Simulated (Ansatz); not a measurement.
**N: the cell at several levels of theory**

How does the equilibrium cell of N (database structure) depend on the functional? It is relaxed with PBE-D3(BJ), r2SCAN+rVV10 and PBE-D4.

Program: Ansatz 0.2.0. PAW datasets, plane waves, zero pressure. Spin-unpolarised throughout; all numbers are computed.

## (1) Starting point

The symmetry is P4_2/mnm (No. 136, tetragonal); conventional cell a = 4.084 Å, c = 5.346 Å, 22.29 Å³ an atom. Near N stand 1 N at 1.11 Å.

As a file:

Space group P4_2/mnm (No. 136). a = 4.084 Å, b = 4.084 Å, c = 5.346 Å, α = 90.00°, β = 90.00°, γ = 90.00°
| atom | site | symmetry | x | y | z |
| --- | --- | --- | --- | --- | --- |
| N | 4f | m.2m | 0.9043 | 0.9043 | 0.0000 |

## (2) Relaxation with PBE-D3(BJ)

Contents of input.yaml:

```yaml
crystal:
  lattice:
    - [4.08406197, 0.0, 0.0]
    - [0.0, 4.08406197, 0.0]
    - [0.0, 0.0, 5.34591325]
  atoms:
    - { symbol: "N", position: [0.9042752, 0.9042752, 0.0] }
    - { symbol: "N", position: [0.5957248, 0.4042752, 0.5] }
    - { symbol: "N", position: [0.0957248, 0.0957248, 0.0] }
    - { symbol: "N", position: [0.4042752, 0.5957248, 0.5] }
kpoints:
  mp_grid: { grid: [6, 6, 4] }
hamiltonian:
  xc: pbe
  dispersion: d3bj
scf:
  occupations: { method: fermi_dirac, width: 0.02 }
relax:
  f_tol: 0.005
  cell: {}
```

Command:

```console
ansatz run input.yaml --threads 2 --pin off --max-ram 2211MiB --backend cpu --events-out ev --progress --plain --runs-dir out
```

Further steps of the session: Relaxing with r2SCAN+rVV10; Relaxation with PBE-D4.

Before running it: what results should come out? Wanted: for each run, a; c; volume; space group; SCF geometries.

As calculated:

| level | a (Å) | c (Å) | volume (Å³/atom) | space group | SCF geometries |
| --- | --- | --- | --- | --- | --- |
| PBE-D3(BJ) | 4.094 | 5.325 | 22.316 | P4_2/mnm | 6 |
| r2SCAN+rVV10 | 3.961 | 5.133 | 20.134 | P4_2/mnm | 13 |
| PBE-D4 | 4.109 | 5.347 | 22.569 | P4_2/mnm | 4 |

In words: From the start to the first minimum the volume moved by +0.1 %. r2SCAN+rVV10 gives the smallest cell and PBE-D4 the largest; they differ by 12.1 % in volume, a mean of 3.9 % in length.
